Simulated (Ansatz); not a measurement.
Stress against strain in Pb

```xyz
2
Lattice="3.4800 0.0000 0.0000 -1.7400 3.0138 0.0000 0.0000 0.0000 5.5900" Properties=species:S:1:pos:R:3 pbc="T T T"
Pb    0.0000    2.0092    1.3975
Pb    1.7400    1.0046    4.1925
```

Atoms are numbered in the order listed.

The cell is COD entry 1537623, as deposited and not checked against the literature; nothing was relaxed.

Spin–orbit coupling is left out, though it moves levels of the heavy atoms by tenths of an eV or more.

All numbers below come from Ansatz 0.2.0, DFT, PBE, all-electron LAPW, scalar-relativistic.

Numerical set-up: a Γ-centred 12×12×7 k mesh, Fermi–Dirac smearing of 0.05 eV, basis error target 0.5 meV/atom, no spin polarisation.

The strain is applied along the Cartesian axes of the cell as listed (the other components stay zero). Fractional coordinates are held (clamped ions).

σ is the change of stress from the unstrained cell, which is at 3.98 GPa; tension is positive, so slopes are stress–strain coefficients at that pressure. In a metal the k mesh adds noise.

Only quantities that a quadratic follows smoothly over the whole series are listed; rougher ones are left out.

| εxx = εyy | σzz (GPa) | σxx (GPa) |
| --- | --- | --- |
| -0.0300 | -3.93 | -4.52 |
| -0.0200 | -2.49 | -2.86 |
| -0.0100 | -1.19 | -1.35 |
| 0.0000 | 0.00 | 0.00 |
| 0.0200 | 1.71 | 2.37 |
| 0.0300 | 2.28 | 3.40 |

Question: Fit the series and read off the stiffness at zero strain.

Answer: Least-squares fits y = p0 + p1 x + p2 x² to the rows give σzz (GPa): p1 = 104, p2 = -890; σxx (GPa): p1 = 132, p2 = -640. So C13 + C23 = 104 GPa and C11 + C12 = 132 GPa, for these axes.

Question: One run, at εxx = εyy = 0.0100, is withheld. Predict its row.

Answer: The fits give 0.92, 1.26; the run gave 0.98, 1.23.
